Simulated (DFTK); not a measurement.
Crystal: Al2Au.

```
Au Al
1.0
     0.00000    3.00000    3.00000
     3.00000    0.00000    3.00000
     3.00000    3.00000    0.00000
Au Al
1 2
Direct
  0.00000 0.00000 0.00000
  0.75000 0.75000 0.75000
  0.25000 0.25000 0.25000
```

Base run:

```yaml
Program: DFTK 0.8.2
Functional: PBE
Potentials_or_basis: dojo.nc.sr.pbe.v0_5.standard.upf (PBE)
Cutoff: 1034 eV
k_mesh: 8 × 8 × 8
Occupations: fermi-dirac, width 0.05 eV
Spin: no spin polarisation
```

Its results: band gap on the k mesh none (metal or under the smearing width); pressure 3.1 GPa.

Task: The run is repeated on the same cell with these changes: potentials or basis from dojo.nc.sr.pbe.v0_5.standard.upf (PBE) to cp2k.nc.sr.pbe.v0_1.semicore.gth (PBE, GTH); cutoff from 1034 eV to 1197 eV; valence electrons from 25 to 17. What comes out?

Result: Band gap on the k mesh none (metal or under the smearing width); pressure 4.2 GPa.

Caveats: spin-orbit coupling is left out, which moves the levels of the heavy elements; GTH potentials come without recommended cutoffs, and this one wasn't checked for convergence (some runs).
